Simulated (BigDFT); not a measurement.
Runs of BigDFT 1.9.6 on Sb. Symmetry: Pm-3m, No. 221, cubic system. Conventional cell: a = 3.160 Å, b = 3.160 Å, c = 3.160 Å, α = 90.00°, β = 90.00°, γ = 90.00°. Around Sb (site symmetry m-3m) lie 6 Sb at 3.16 Å. This isn't the form of Sb at room conditions, which is rhombohedral.

```csv
level,potentials or basis,spin,cell,k mesh,smearing,alphamix,SCF solver,grid spacing,mesh quality,gap on the mesh (eV),pressure (GPa)
LDA-PW92,GTH-PADE (Sb q5),off,as given,8 × 8 × 8,methfessel-paxton 0.05 eV,0.8,"Anderson mixing of the density, order 2",0.4266 bohr,not flagged,none,-5.6
BLYP,GTH-PBE (Sb q5),off,as given,8 × 8 × 8,gaussian 0.1 eV,-,Pulay mixing of the density,0.4266 bohr,not flagged,none,(a)
LDA,GTH-PADE (Sb q5),off,as given,8 × 8 × 8,gaussian 0.05 eV,0.8,Anderson mixing of the density,0.4266 bohr,not flagged,none,-5.6
LDA,GTH-PADE (Sb q5),"collinear, ferromagnetic start",volume scaled by 1.25,5 × 5 × 5,marzari-vanderbilt 0.1 eV,-,Pulay mixing of the density,0.4595 bohr,coarse,-,-10.2
```

Alike in all rows: task single point.

**Question.** Fill in the values left out.

**Answer.** (a) 1.7.

Caveats: some runs use coarse meshes; the potentials were made for another functional, which shifts forces and pressure (some runs).

A k mesh can miss the band edges, and the runs leave out spin-orbit coupling on Sb.

A gap of «none» marks a metal or a gap under the smearing width.
